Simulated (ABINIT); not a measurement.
# MgSe (Fm-3m) in ABINIT: a series of runs

One crystal, MgSe, is run at these levels: TB-mBJ, LDA; tasks: band structure, equation of state.

Everything below comes from runs of ABINIT 10.8.3 (patched build). Logs are shortened: lines on timing, memory, paths and dates and some standing lists are left out, and cuts for length are marked. The log counts tension as positive stress, the text compression.

### 1 The crystal as given

The structure is cubic, space group Fm-3m (No. 225). The conventional cell has a = 5.451 Å, b = 5.451 Å, c = 5.451 Å, α = 90.00°, β = 90.00°, γ = 90.00°. Around Se (site symmetry m-3m) lie 6 Mg at 2.73 Å. Mg (site symmetry m-3m) is surrounded by 6 Se at 2.73 Å.

### 2 Band structure, TB-mBJ

Input file run.abi:

```
# Datasets: ground state, then fixed potential
ndtset 2

# Pseudopotentials
pp_dirpath "./"
pseudos "Se.LDA_PW-JTH.xml, Mg.LDA_PW-JTH.xml"

# Structure
acell 3*1.0
rprim
     0.0000000000     5.1504485527     5.1504485527
     5.1504485527     0.0000000000     5.1504485527
     5.1504485527     5.1504485527     0.0000000000
ntypat 2
znucl 34 12
natom 2
typat 1 2
xred
     0.5000000000     0.5000000000     0.5000000000
     0.0000000000     0.0000000000     0.0000000000

# Plane-wave basis
ecut 23.0
pawecutdg 45.0

# Exchange and correlation
ixc -208012
usekden 1
pawxcdev 0

# Bands and occupations
occopt 3
tsmear 0.05 eV

# SCF cycle
nstep 100
diemix 0.3
optforces 0
optstress 0

# Output
iomode 3
prtwf 0
prteig 0
prtebands 0
prtden1 1
prtkden1 1

# Dataset 1
kptopt1 1
ngkpt1 8 8 8
nshiftk1 1
shiftk1 0.0 0.0 0.0
nband1 12
tolvrs1 1.0e-7

# Dataset 2: bands along G-X-W-K-G-L-U-W-L-K
iscf2 -2
getden2 1
getkden2 1
nband2 18
nbdbuf2 4
tolwfr2 1.0e-11
kptopt2 -9
ndivsm2 6
prteig2 1
prtvol2 -3
kptbounds2
     0.0000000000     0.0000000000     0.0000000000
     0.5000000000     0.0000000000     0.5000000000
     0.5000000000     0.2500000000     0.7500000000
     0.3750000000     0.3750000000     0.7500000000
     0.0000000000     0.0000000000     0.0000000000
     0.5000000000     0.5000000000     0.5000000000
     0.6250000000     0.2500000000     0.6250000000
     0.5000000000     0.2500000000     0.7500000000
     0.5000000000     0.5000000000     0.5000000000
     0.3750000000     0.3750000000     0.7500000000
```

Potentials or basis: JTH PAW LDA v2.0.

Run with:

```
$ abinit run.abi > log 2>&1
```

run.abo:

```text
.Version 10.8.3 of ABINIT
 DATASET    1 : space group Fm -3 m (#225); Bravais cF (face-center cubic)
================================================================================
 Values of the parameters that define the memory need for DATASET  1.
     intxc =       0    ionmov =       0      iscf =       7    lmnmax =       8
     lnmax =       4     mgfft =      32  mpssoang =       2    mqgrid =    3001
     natom =       2  nloc_mem =       2    nspden =       1   nspinor =       1
    nsppol =       1      nsym =      48    n1xccc =       1    ntypat =       2
    occopt =       3   xclevel =       2
       mpw =        1456          nfft =       32768          nkpt =          29
 PAW method is used; the additional fine FFT grid is defined by:
   mgfftf=        45    nfftf =     91125
================================================================================
================================================================================

 DATASET    2 : space group Fm -3 m (#225); Bravais cF (face-center cubic)
================================================================================
 Values of the parameters that define the memory need for DATASET  2.
     intxc =       0    ionmov =       0      iscf =      -2    lmnmax =       8
     lnmax =       4     mgfft =      32  mpssoang =       2    mqgrid =    3001
     natom =       2  nloc_mem =       2    nspden =       1   nspinor =       1
    nsppol =       1      nsym =      48    n1xccc =       1    ntypat =       2
    occopt =       3   xclevel =       2
       mpw =        1458          nfft =       32768          nkpt =         103
 PAW method is used; the additional fine FFT grid is defined by:
   mgfftf=        45    nfftf =     91125
================================================================================
================================================================================

--------------------------------------------------------------------------------
------------- Echo of variables that govern the present computation ------------
--------------------------------------------------------------------------------
 -outvars: echo values of preprocessed input variables --------
            acell      1.0000000000E+00  1.0000000000E+00  1.0000000000E+00 Bohr
              amu      7.89600000E+01  2.43050000E+01
           diemix      3.00000000E-01
             ecut      2.30000000E+01 Hartree
           getden1          0
           getden2          1
          getkden1          0
          getkden2          1
             iscf1          7
             iscf2         -2
              ixc     -208012
           jdtset        1    2
           kptopt1          1
           kptopt2         -9
         kptrlatt        8    0    0      0    8    0      0    0    8
          kptrlen1     5.82706736E+01
          kptrlen2     3.00000000E+01
            natom           2
            nband1         12
            nband2         18
           nbdbuf1          0
           nbdbuf2          4
           ndtset           2
           ndivsm1          0
           ndivsm2          6
            ngfft          32      32      32
          ngfftdg          45      45      45
             nkpt1         29
             nkpt2        103
            nstep         100
             nsym          48
           ntypat           2
           occopt           3
        optforces           0
        optstress           0
        pawecutdg      4.50000000E+01 Hartree
         pawxcdev           0
        prtebands           0
           prteig1          0
           prteig2          1
          prtkden           1
           prtvol1          0
           prtvol2         -3
            prtwf           0
            rprim      0.0000000000E+00  5.1504485527E+00  5.1504485527E+00
                       5.1504485527E+00  0.0000000000E+00  5.1504485527E+00
                       5.1504485527E+00  5.1504485527E+00  0.0000000000E+00
           shiftk1     0.00000000E+00  0.00000000E+00  0.00000000E+00
           shiftk2     5.00000000E-01  5.00000000E-01  5.00000000E-01
          spgroup         225
           tolvrs1     1.00000000E-07
           tolvrs2     0.00000000E+00
           tolwfr1     0.00000000E+00
           tolwfr2     1.00000000E-11
           tsmear      1.83746611E-03 Hartree
[... 250 lines left out ...]
  4.34E-12  6.87E-12
 -2.7827E+00 -1.4950E+00 -1.4950E+00 -1.4950E+00 -3.7680E-01  9.3472E-02
  9.3472E-02  9.3472E-02  2.3660E-01  3.8736E-01  3.8736E-01  3.8736E-01
  4.7561E-01  4.7561E-01  5.4136E-01  5.6114E-01  5.6114E-01  5.6114E-01
 Non-SCF case, kpt    2 (  0.02941  0.00000  0.02941), residuals and eigenvalues=
  3.47E-12  7.26E-12  7.02E-12  4.02E-12  2.97E-12  3.16E-12  4.88E-12  3.28E-12
  7.96E-13  3.38E-12  5.44E-13  8.53E-12  2.57E-12  2.65E-12  3.89E-13  1.94E-12
  4.72E-12  1.21E-12
[... 696 lines left out ...]
 Non-SCF case, kpt  102 (  0.38750  0.38750  0.72500), residuals and eigenvalues=
  8.53E-12  6.01E-12  3.09E-12  8.91E-12  1.54E-12  3.28E-12  8.20E-12  1.80E-12
  5.84E-12  1.23E-12  5.49E-12  3.44E-12  5.00E-12  6.83E-12  2.46E-12  2.38E-08
  6.35E-09  5.60E-07
 -2.7827E+00 -1.4951E+00 -1.4950E+00 -1.4950E+00 -3.2758E-01 -3.4991E-02
 -1.8429E-02  4.6902E-02  2.4735E-01  3.6343E-01  4.3999E-01  4.6827E-01
  5.2249E-01  5.7558E-01  7.0260E-01  7.6796E-01  7.6876E-01  7.9946E-01
 Non-SCF case, kpt  103 (  0.37500  0.37500  0.75000), residuals and eigenvalues=
  5.32E-12  3.27E-12  6.76E-12  7.76E-12  6.16E-12  1.79E-12  7.11E-12  3.29E-12
  1.40E-12  5.07E-12  1.94E-12  9.39E-12  3.58E-12  2.83E-12  8.81E-12  1.85E-10
  5.97E-10  7.87E-07
 -2.7827E+00 -1.4951E+00 -1.4950E+00 -1.4950E+00 -3.2695E-01 -3.5001E-02
 -1.7538E-02  4.4339E-02  2.4130E-01  3.4998E-01  4.5155E-01  4.8412E-01
  5.2282E-01  5.8549E-01  7.2131E-01  7.5489E-01  7.6100E-01  8.0748E-01

Result for kinetic energy density :

--------------------------------------------------------------------------------
 Total kinetic energy density [Ha/Bohr^3]
)     Maximum=    6.6190E-01  at reduced coord.    0.0000    0.0000    0.0000
)     Minimum=    2.4123E-03  at reduced coord.    0.2444    0.2444    0.2444
   Integrated=    7.0381E+00
--------------------------------------------------------------------------------

--- !ResultsGS
iteration_state: {dtset: 2, }
comment   : Summary of ground state results
lattice_vectors:
- [  0.0000000,   5.1504486,   5.1504486, ]
- [  5.1504486,   0.0000000,   5.1504486, ]
- [  5.1504486,   5.1504486,   0.0000000, ]
lattice_lengths: [   7.28383,    7.28383,    7.28383, ]
lattice_angles: [ 60.000,  60.000,  60.000, ] # degrees, (23, 13, 12)
lattice_volume:   2.7325314E+02
convergence: {deltae:  0.000E+00, res2:  0.000E+00, residm:  1.000E-11, diffor:  0.000E+00, }
etotal    :  -6.18637081E+01
entropy   :   0.00000000E+00
fermie    :   1.41717286E-01
cartesian_stress_tensor: null
pressure_GPa: null
xred      :
- [  5.0000E-01,   5.0000E-01,   5.0000E-01, Se]
- [  0.0000E+00,   0.0000E+00,   0.0000E+00, Mg]
cartesian_forces: null
force_length_stats: {min: null, max: null, mean: null, }
...

 Integrated electronic density in atomic spheres:
 ------------------------------------------------
 Atom  Sphere_radius  Integrated_density
    1        2.21132          4.17078470
    2        1.90158          8.14654984

================================================================================

 ----iterations are completed or convergence reached----

 Mean square residual over all n,k,spin=   44.402E-13; max=  99.998E-13
 reduced coordinates (array xred) for    2 atoms
       0.500000000000      0.500000000000      0.500000000000
       0.000000000000      0.000000000000      0.000000000000

 cartesian coordinates (angstrom) at end:
    1      2.72549999816817     2.72549999816817     2.72549999816817
    2      0.00000000000000     0.00000000000000     0.00000000000000
 length scales=  1.000000000000  1.000000000000  1.000000000000 bohr
              =  0.529177210544  0.529177210544  0.529177210544 angstroms
 Eigenvalues (hartree) for nkpt= 103  k points:
 kpt#   1, nband= 18, wtk=  1.00000, kpt=  0.0000  0.0000  0.0000 (reduced coord)
  -2.78275   -1.49499   -1.49499   -1.49499   -0.37680    0.09347    0.09347    0.09347
   0.23660    0.38736    0.38736    0.38736    0.47561    0.47561    0.54136    0.56114
   0.56114    0.56114
 kpt#   2, nband= 18, wtk=  1.00000, kpt=  0.0294  0.0000  0.0294 (reduced coord)
  -2.78275   -1.49499   -1.49499   -1.49499   -0.37644    0.09086    0.09274    0.09274
   0.23974    0.38494    0.38884    0.38884    0.46789    0.47615    0.54505    0.56215
   0.56215    0.56875
 kpt#   3, nband= 18, wtk=  1.00000, kpt=  0.0588  0.0000  0.0588 (reduced coord)
  -2.78275   -1.49499   -1.49499   -1.49499   -0.37539    0.08368    0.09062    0.09062
   0.24842    0.37831    0.39323    0.39323    0.45012    0.47777    0.55549    0.56520
   0.56520    0.58627
 kpt#   4, nband= 18, wtk=  1.00000, kpt=  0.0882  0.0000  0.0882 (reduced coord)
  -2.78275   -1.49499   -1.49499   -1.49499   -0.37366    0.07334    0.08726    0.08726
   0.26099    0.36885    0.40030    0.40030    0.42900    0.48046    0.57032    0.57032
   0.57131    0.60727
 kpt#   5, nband= 18, wtk=  1.00000, kpt=  0.1176  0.0000  0.1176 (reduced coord)
[... 381 lines left out ...]
   0.26369    0.37446    0.41143    0.44415    0.53672    0.57022    0.64324    0.75993
   0.76258    0.80465
 kpt# 101, nband= 18, wtk=  1.00000, kpt=  0.4000  0.4000  0.7000 (reduced coord)
  -2.78274   -1.49506   -1.49504   -1.49501   -0.32870   -0.04092   -0.01083    0.05001
   0.25486    0.37383    0.42630    0.45109    0.52876    0.57074    0.67343    0.77116
   0.78032    0.78509
 kpt# 102, nband= 18, wtk=  1.00000, kpt=  0.3875  0.3875  0.7250 (reduced coord)
  -2.78274   -1.49506   -1.49505   -1.49501   -0.32758   -0.03499   -0.01843    0.04690
   0.24735    0.36343    0.43999    0.46827    0.52249    0.57558    0.70260    0.76796
   0.76876    0.79946
 kpt# 103, nband= 18, wtk=  1.00000, kpt=  0.3750  0.3750  0.7500 (reduced coord)
  -2.78274   -1.49506   -1.49505   -1.49502   -0.32695   -0.03500   -0.01754    0.04434
   0.24130    0.34998    0.45155    0.48412    0.52282    0.58549    0.72131    0.75489
   0.76100    0.80748

== END DATASET(S) ==============================================================
================================================================================

 -outvars: echo values of variables after computation  --------
            acell      1.0000000000E+00  1.0000000000E+00  1.0000000000E+00 Bohr
           etotal1    -6.1863708096E+01
            fcart1     9.9999999999E+99  9.9999999999E+99  9.9999999999E+99
                       9.9999999999E+99  9.9999999999E+99  9.9999999999E+99
            rprim      0.0000000000E+00  5.1504485527E+00  5.1504485527E+00
                       5.1504485527E+00  0.0000000000E+00  5.1504485527E+00
                       5.1504485527E+00  5.1504485527E+00  0.0000000000E+00
           strten1     9.9999999999E+99  9.9999999999E+99  9.9999999999E+99
                       9.9999999999E+99  9.9999999999E+99  9.9999999999E+99
           xangst      2.7254999982E+00  2.7254999982E+00  2.7254999982E+00
                       0.0000000000E+00  0.0000000000E+00  0.0000000000E+00
             xred      5.0000000000E-01  5.0000000000E-01  5.0000000000E-01
                       0.0000000000E+00  0.0000000000E+00  0.0000000000E+00
 Calculation completed.
```

Wall time 4.2 min (1 thread of Intel Xeon Platinum 8488C (Sapphire Rapids), shared host); peak memory 0.16 GiB.

What came out:

- Band gap on the k mesh: 2.89 eV, indirect (least direct gap 3.89 eV)
- Band gap along the path: 2.89 eV, indirect (least direct gap 3.89 eV)
- Valence electrons inside the program's atomic spheres: Se 4.17; Mg 8.15

Levels at the corners of the path, in eV from the valence-band top:
```
point  band 5  band 6  band 7  band 8  band 9  band 10  band 11  band 12
    Γ  -12.80    0.00    0.00    0.00    3.89     8.00     8.00     8.00
    X  -11.44   -3.96   -1.66   -1.66    2.89     4.73    12.90    13.08
    W  -11.40   -3.06   -3.06   -2.25    5.39     7.93     8.25     8.25
    K  -11.44   -3.50   -3.02   -1.34    4.02     6.98     9.74    10.63
    Γ  -12.80    0.00    0.00    0.00    3.89     8.00     8.00     8.00
    L  -11.74   -4.55   -0.56   -0.56    4.76     6.84     6.84    10.09
    U  -11.44   -3.50   -3.02   -1.34    4.02     6.98     9.74    10.63
    W  -11.40   -3.06   -3.06   -2.25    5.39     7.93     8.25     8.25
    L  -11.74   -4.55   -0.56   -0.56    4.76     6.84     6.84    10.09
    K  -11.44   -3.50   -3.02   -1.34    4.02     6.98     9.74    10.63
```

Caveat: the constant c of TB-mBJ comes from the pseudo density here, which moves gaps by up to 0.3 eV between sets of potentials; the PAW data sets were made with another functional, which shifts forces and pressure a little.

### 3 Equation of state, LDA

Input file run.abi:

```
# Datasets: one volume each
ndtset 7
getwfk -1
scalecart1 3*0.9795861087
scalecart2 3*0.9864848297
scalecart3 3*0.9932883884
scalecart4 3*1.0000000000
scalecart5 3*1.0066227096
scalecart6 3*1.0131594038
scalecart7 3*1.0196128224

# Pseudopotentials
pp_dirpath "./"
pseudos "Se.LDA_PW-JTH.xml, Mg.LDA_PW-JTH.xml"

# Structure
acell 3*1.0
rprim
     0.0000000000     5.1504485527     5.1504485527
     5.1504485527     0.0000000000     5.1504485527
     5.1504485527     5.1504485527     0.0000000000
ntypat 2
znucl 34 12
natom 2
typat 1 2
xred
     0.5000000000     0.5000000000     0.5000000000
     0.0000000000     0.0000000000     0.0000000000

# Plane-wave basis
ecut 19.0
pawecutdg 38.0

# k points
kptopt 1
ngkpt 8 8 8
nshiftk 1
shiftk 0.0 0.0 0.0

# Exchange and correlation
ixc 7

# Bands and occupations
nband 12
occopt 3
tsmear 0.05 eV

# SCF cycle
nstep 100
tolvrs 1.0e-9

# Output
iomode 3
prtwf 1
prtden 0
prteig 0
prtebands 0
```

Potentials or basis: JTH PAW LDA v2.0.

Run with:

```
$ abinit run.abi > log 2>&1
```

Run time: 52 s. Hardware: 1 thread of Intel Xeon Platinum 8488C (Sapphire Rapids), shared host; peak memory 0.11 GiB.

Results (log left out):

* Equilibrium volume: 19.64 Å³/atom
* Bulk modulus: 71 GPa
* Pressure derivative of the bulk modulus: 4.3 (rough: it moves with the points fitted)

Energy against volume, from the lowest point:
| volume (Å³/atom) | energy (meV/atom) |
| --- | --- |
| 19.031 | 4.03 |
| 19.436 | 0.23 |
| 19.841 | 0.00 |
| 20.246 | 3.50 |
| 20.651 | 10.12 |
| 21.056 | 19.50 |
| 21.461 | 31.37 |

Caveat: pressures at fixed basis lie under the slope of the energies. LDA usually gives volumes a few per cent too small.
